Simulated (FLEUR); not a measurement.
A run of FLEUR MaX-R8.1 (later development tree) is set up as follows.

The input inp.xml:

```xml
<?xml version="1.0" encoding="UTF-8" standalone="no"?>
<fleurInput fleurInputVersion="0.39">
   <comment>
      EuO                                                                                                 
   </comment>
   <calculationSetup>
      <cutoffs Kmax="4.1" Gmax="12.7" GmaxXC="12.7" numbands="0"/>
      <scfLoop itmax="60" minDistance="0.00001" maxIterBroyd="15" imix="Anderson" alpha="0.05" precondParam="0.0" spinf="2.0" sdNocoIR="T"/>
      <coreElectrons ctail="F" frcor="F" kcrel="0" coretail_lmax="0"/>
      <xcFunctional name="LibXC" relativisticCorrections="F">
         <LibXCName exchange="mgga_x_r2scan" correlation="mgga_c_r2scan"/>
         <AuxGGA exchange="117" correlation="130"/>
      </xcFunctional>
      <magnetism jspins="2"/>
      <soc l_soc="F" theta="0.0" phi="0.0" spav="F"/>
      <expertModes spex="0" secvar="F"/>
      <geometryOptimization l_f="F" forcealpha="1.0" forcemix="BFGS" epsdisp="0.00001" epsforce="0.00001"/>
      <ldaU l_linMix="F" mixParam="0.05" spinf="1.0"/>
   </calculationSetup>
   <cell>
      <bzIntegration valenceElectrons="23.0" mode="hist" fermiSmearingEnergy="0.00183747">
         <kPointListSelection listName="default-1"/>
         <!-- k-points included here -->
         <xi:include xmlns:xi="http://www.w3.org/2001/XInclude" href="kpts.xml"> </xi:include>
      </bzIntegration>
      <!-- symmetry operations included here -->
      <xi:include xmlns:xi="http://www.w3.org/2001/XInclude" href="sym.xml"> </xi:include>
      <bulkLattice scale="1.0">
         <bravaisMatrix>
            <row-1>    0.0000000000000000     4.8602811061649698     4.8602811061649698</row-1>
            <row-2>    4.8602811061649698     0.0000000000000000     4.8602811061649698</row-2>
            <row-3>    4.8602811061649698     4.8602811061649698     0.0000000000000000</row-3>
         </bravaisMatrix>
      </bulkLattice>
   </cell>
   <atomSpecies>
      <species name="Europium (7.000" element="Eu" atomicNumber="63">
         <mtSphere radius="2.66" gridPoints="879" logIncrement="0.015"/>
         <atomicCutoffs lmax="11" lnonsphr="8"/>
         <electronConfig flipSpins="F">
            <coreConfig>(1s1/2) (2s1/2) (2p1/2) (2p3/2) (3s1/2) (3p1/2) (3p3/2) (4s1/2) (3d3/2) (3d5/2) (4p1/2) (4p3/2) (4d3/2) (4d5/2)</coreConfig>
            <valenceConfig>(5s1/2) (5p1/2) (5p3/2) (6s1/2) (4f5/2) (4f7/2)</valenceConfig>
            <stateOccupation state="(4f5/2)" spinUp="3.0" spinDown="0.0"/>
            <stateOccupation state="(4f7/2)" spinUp="4.0" spinDown="0.0"/>
         </electronConfig>
         <energyParameters s="6" p="5" d="5" f="4"/>
         <lo type="SCLO" l="0" n="5" eDeriv="0"/>
         <lo type="HELO" l="1" n="6" eDeriv="0"/>
         <lo type="HELO" l="1" n="6" eDeriv="1"/>
         <lo type="SCLO" l="2" n="5" eDeriv="2"/>
         <lo type="SCLO" l="3" n="4" eDeriv="2"/>
      </species>
      <species name="Oxygen (O)" element="O" atomicNumber="8">
         <mtSphere radius="1.77" gridPoints="585" logIncrement="0.018"/>
         <atomicCutoffs lmax="8" lnonsphr="6"/>
         <electronConfig flipSpins="F">
            <coreConfig>(1s1/2)</coreConfig>
            <valenceConfig>(2s1/2) (2p1/2) (2p3/2)</valenceConfig>
            <stateOccupation state="(2p1/2)" spinUp="0.666667" spinDown="0.666667"/>
            <stateOccupation state="(2p3/2)" spinUp="1.333333" spinDown="1.333333"/>
         </electronConfig>
         <energyParameters s="2" p="2" d="3" f="4"/>
         <lo type="SCLO" l="0" n="2" eDeriv="2"/>
         <lo type="SCLO" l="1" n="2" eDeriv="2"/>
         <lo type="SCLO" l="2" n="3" eDeriv="2"/>
      </species>
   </atomSpecies>
   <atomGroups>
      <atomGroup species="Europium (7.000">
         <relPos label="                   1">.0000000000 .0000000000 .0000000000</relPos>
         <force calculate="T" relaxXYZ="TTT"/>
      </atomGroup>
      <atomGroup species="Oxygen (O)">
         <relPos label="                   2">1.000/2.000 1.000/2.000 1.000/2.000</relPos>
         <force calculate="T" relaxXYZ="TTT"/>
      </atomGroup>
   </atomGroups>
   <output dos="F" band="F" slice="F">
      <checks vchk="F" cdinf="F"/>
      <bandDOS minEnergy="-.5*Htr" maxEnergy="0.5*Htr" sigma="0.015" storeEVData="T"/>
      <vacuumDOS vacdos="F" integ="F" star="F" nstars="0" locx1="0.0" locy1="0.0" locx2="0.0" locy2="0.0" nstm="0" tworkf="0.0"/>
      <unfoldingBand unfoldBand="F" supercellX="1" supercellY="1" supercellZ="1"/>
      <plotting iplot="0" polar="F">
         <plot TwoD="T" vec1="  1.0  0.0  0.0" vec2="  0.0  1.0  0.0" vec3="  0.0  0.0  1.0" zero="  0.0  0.0  0.0" file="plot"/>
      </plotting>
      <chargeDensitySlicing numkpt="0" minEigenval="0.0" maxEigenval="0.0" nnne="0" pallst="F"/>
      <specialOutput eonly="F"/>
      <moessbauerParams electricFieldGradient="T" isomerShift="T" coreHyperfine="T" valenceHyperfine="T"/>
      <magneticCircularDichroism mcd="F" energyLo="-10.0" energyUp="0.0"/>
   </output>
  <!-- We include the file relax.xml here to enable relaxations (see documentation) -->
  <xi:include xmlns:xi="http://www.w3.org/2001/XInclude" href="relax.xml"> <xi:fallback/> </xi:include>
</fleurInput>
```

Contents of crystal.txt:

```
EuO
&input cartesian=F /
0.0000000000  2.5719500000  2.5719500000
2.5719500000  0.0000000000  2.5719500000
2.5719500000  2.5719500000  0.0000000000
1.8897261246
1.0 1.0 1.0

2
63 0.0000000000  0.0000000000  0.0000000000 : 7.000
8 0.5000000000  0.5000000000  0.5000000000

&kpt div1=9 div2=9 div3=9 gamma=T /
```

inp.xml (bands)

```
<?xml version="1.0" encoding="UTF-8" standalone="no"?>
<fleurInput fleurInputVersion="0.39">
   <comment>
      EuO                                                                                                 
   </comment>
   <calculationSetup>
      <cutoffs Kmax="4.1" Gmax="12.7" GmaxXC="12.7" numbands="0"/>
      <scfLoop itmax="60" minDistance="0.00001" maxIterBroyd="15" imix="Anderson" alpha="0.05" precondParam="0.0" spinf="2.0" sdNocoIR="T"/>
      <coreElectrons ctail="F" frcor="F" kcrel="0" coretail_lmax="0"/>
      <xcFunctional name="LibXC" relativisticCorrections="F">
         <LibXCName exchange="mgga_x_r2scan" correlation="mgga_c_r2scan"/>
         <AuxGGA exchange="117" correlation="130"/>
      </xcFunctional>
      <magnetism jspins="2"/>
      <soc l_soc="F" theta="0.0" phi="0.0" spav="F"/>
      <expertModes spex="0" secvar="F"/>
      <geometryOptimization l_f="F" forcealpha="1.0" forcemix="BFGS" epsdisp="0.00001" epsforce="0.00001"/>
      <ldaU l_linMix="F" mixParam="0.05" spinf="1.0"/>
   </calculationSetup>
   <cell>
      <bzIntegration valenceElectrons="23.0" mode="hist" fermiSmearingEnergy="0.00183747">
         <kPointListSelection listName="path-1"/>
         <!-- k-points included here -->
         <xi:include xmlns:xi="http://www.w3.org/2001/XInclude" href="kpts.xml"> </xi:include>
      </bzIntegration>
      <!-- symmetry operations included here -->
      <xi:include xmlns:xi="http://www.w3.org/2001/XInclude" href="sym.xml"> </xi:include>
      <bulkLattice scale="1.0">
         <bravaisMatrix>
            <row-1>    0.0000000000000000     4.8602811061649698     4.8602811061649698</row-1>
            <row-2>    4.8602811061649698     0.0000000000000000     4.8602811061649698</row-2>
            <row-3>    4.8602811061649698     4.8602811061649698     0.0000000000000000</row-3>
         </bravaisMatrix>
      </bulkLattice>
   </cell>
   <atomSpecies>
      <species name="Europium (7.000" element="Eu" atomicNumber="63">
         <mtSphere radius="2.66" gridPoints="879" logIncrement="0.015"/>
         <atomicCutoffs lmax="11" lnonsphr="8"/>
         <electronConfig flipSpins="F">
            <coreConfig>(1s1/2) (2s1/2) (2p1/2) (2p3/2) (3s1/2) (3p1/2) (3p3/2) (4s1/2) (3d3/2) (3d5/2) (4p1/2) (4p3/2) (4d3/2) (4d5/2)</coreConfig>
            <valenceConfig>(5s1/2) (5p1/2) (5p3/2) (6s1/2) (4f5/2) (4f7/2)</valenceConfig>
            <stateOccupation state="(4f5/2)" spinUp="3.0" spinDown="0.0"/>
            <stateOccupation state="(4f7/2)" spinUp="4.0" spinDown="0.0"/>
         </electronConfig>
         <energyParameters s="6" p="5" d="5" f="4"/>
         <lo type="SCLO" l="0" n="5" eDeriv="0"/>
         <lo type="HELO" l="1" n="6" eDeriv="0"/>
         <lo type="HELO" l="1" n="6" eDeriv="1"/>
         <lo type="SCLO" l="2" n="5" eDeriv="2"/>
         <lo type="SCLO" l="3" n="4" eDeriv="2"/>
      </species>
      <species name="Oxygen (O)" element="O" atomicNumber="8">
         <mtSphere radius="1.77" gridPoints="585" logIncrement="0.018"/>
         <atomicCutoffs lmax="8" lnonsphr="6"/>
         <electronConfig flipSpins="F">
            <coreConfig>(1s1/2)</coreConfig>
            <valenceConfig>(2s1/2) (2p1/2) (2p3/2)</valenceConfig>
            <stateOccupation state="(2p1/2)" spinUp="0.666667" spinDown="0.666667"/>
            <stateOccupation state="(2p3/2)" spinUp="1.333333" spinDown="1.333333"/>
         </electronConfig>
         <energyParameters s="2" p="2" d="3" f="4"/>
         <lo type="SCLO" l="0" n="2" eDeriv="2"/>
         <lo type="SCLO" l="1" n="2" eDeriv="2"/>
         <lo type="SCLO" l="2" n="3" eDeriv="2"/>
      </species>
   </atomSpecies>
   <atomGroups>
      <atomGroup species="Europium (7.000">
         <relPos label="                   1">.0000000000 .0000000000 .0000000000</relPos>
         <force calculate="T" relaxXYZ="TTT"/>
      </atomGroup>
      <atomGroup species="Oxygen (O)">
         <relPos label="                   2">1.000/2.000 1.000/2.000 1.000/2.000</relPos>
         <force calculate="T" relaxXYZ="TTT"/>
      </atomGroup>
   </atomGroups>
   <output dos="F" band="T" slice="F">
      <checks vchk="F" cdinf="F"/>
      <bandDOS minEnergy="-.5*Htr" maxEnergy="0.5*Htr" sigma="0.015" storeEVData="T"/>
      <vacuumDOS vacdos="F" integ="F" star="F" nstars="0" locx1="0.0" locy1="0.0" locx2="0.0" locy2="0.0" nstm="0" tworkf="0.0"/>
      <unfoldingBand unfoldBand="F" supercellX="1" supercellY="1" supercellZ="1"/>
      <plotting iplot="0" polar="F">
         <plot TwoD="T" vec1="  1.0  0.0  0.0" vec2="  0.0  1.0  0.0" vec3="  0.0  0.0  1.0" zero="  0.0  0.0  0.0" file="plot"/>
      </plotting>
      <chargeDensitySlicing numkpt="0" minEigenval="0.0" maxEigenval="0.0" nnne="0" pallst="F"/>
      <specialOutput eonly="F"/>
      <moessbauerParams electricFieldGradient="T" isomerShift="T" coreHyperfine="T" valenceHyperfine="T"/>
      <magneticCircularDichroism mcd="F" energyLo="-10.0" energyUp="0.0"/>
   </output>
  <!-- We include the file relax.xml here to enable relaxations (see documentation) -->
  <xi:include xmlns:xi="http://www.w3.org/2001/XInclude" href="relax.xml"> <xi:fallback/> </xi:include>
</fleurInput>
```

Potentials or basis: all-electron, FLAPW.

Run with:

```sh
$ inpgen -f crystal.txt -profile fastHighL
$ # inp.xml edited to the form shown
$ fleur_MPI
$ fleur_MPI   # second run, on inp.xml (bands)
```

Task: What does it give for the site moments?

Result: Eu +6.84; O -0.11 μB.

Task: What does it give for the net moment?

Result: 6.99 μB per cell.

Task: Estimate the band gap along the path.

Result: None (metal or under the smearing width).

Levels at the corners of the path, in eV from the Fermi level:
Spin up:
```tsv
point	band 11	band 12	band 13	band 14	band 15	band 16	band 17	band 18
Γ	-0.35	-0.35	-0.01	-0.01	-0.01	0.03	1.89	1.89
X	-0.45	-0.45	-0.45	-0.33	-0.12	-0.12	3.77	6.02
W	-0.46	-0.46	-0.38	-0.34	-0.33	2.10	2.10	4.57
K	-0.48	-0.44	-0.43	-0.33	-0.26	0.87	4.02	4.75
Γ	-0.35	-0.35	-0.01	-0.01	-0.01	0.03	1.89	1.89
L	-0.58	-0.35	-0.35	-0.34	-0.32	2.50	4.63	4.63
U	-0.48	-0.44	-0.43	-0.33	-0.26	0.87	4.02	4.75
W	-0.46	-0.46	-0.38	-0.34	-0.33	2.10	2.10	4.57
L	-0.58	-0.35	-0.35	-0.34	-0.32	2.50	4.63	4.63
K	-0.48	-0.44	-0.43	-0.33	-0.26	0.87	4.02	4.75
U	-0.48	-0.44	-0.43	-0.33	-0.26	0.87	4.02	4.75
X	-0.45	-0.45	-0.45	-0.33	-0.12	-0.12	3.77	6.02
```
Spin down:
```csv
point,band 4,band 5,band 6,band 7,band 8,band 9,band 10,band 11,band 12,band 13
Γ,-17.99,-17.99,-4.08,-4.08,-4.08,1.10,3.06,3.06,3.06,4.81
X,-18.42,-18.42,-4.08,-4.01,-4.01,-0.09,4.90,5.43,5.72,5.86
W,-18.78,-17.60,-5.12,-4.18,-4.18,2.62,2.62,5.74,5.76,5.76
K,-18.30,-17.85,-4.82,-4.53,-4.17,1.41,4.40,5.53,5.74,5.89
Γ,-17.99,-17.99,-4.08,-4.08,-4.08,1.10,3.06,3.06,3.06,4.81
L,-18.08,-17.10,-6.00,-5.15,-5.15,3.27,4.63,5.54,5.54,5.91
U,-18.30,-17.85,-4.82,-4.53,-4.17,1.41,4.40,5.53,5.74,5.89
W,-18.78,-17.60,-5.12,-4.18,-4.18,2.62,2.62,5.74,5.76,5.76
L,-18.08,-17.10,-6.00,-5.15,-5.15,3.27,4.63,5.54,5.54,5.91
K,-18.30,-17.85,-4.82,-4.53,-4.17,1.41,4.40,5.53,5.74,5.89
U,-18.30,-17.85,-4.82,-4.53,-4.17,1.41,4.40,5.53,5.74,5.89
X,-18.42,-18.42,-4.08,-4.01,-4.01,-0.09,4.90,5.43,5.72,5.86
```

Caveat: the meta-GGA is that of a development version, with a GGA for the radial functions and cores and without core tails; spin-orbit coupling is left out, which moves the levels of the heavy elements; a cell with one magnetic atom can't hold antiferromagnetic order, which such compounds often take; without U or exact exchange the open f shell lies at the Fermi level, which spoils levels, moments and volumes. The state reached can hang on the start; a lower one may exist.

**What was measured.**

A printed reference work, monograph reports, for a bulk crystal of EuO at 300 K: band gap 1.115 eV (optical).

Against the measured gap of EuO, 1.115 eV (optical; 300 K; a printed reference work, monograph), the calculated 0.00 eV is off by -1.11 eV. So large a miss can be the level of theory's own, or it may mean another phase, state or a wrong row. Spin-orbit coupling on Eu is left out. The value is that of r2SCAN, without temperature or zero-point motion. The run's magnetic order (collinear spin, ferromagnetic start) needn't be the measured crystal's.
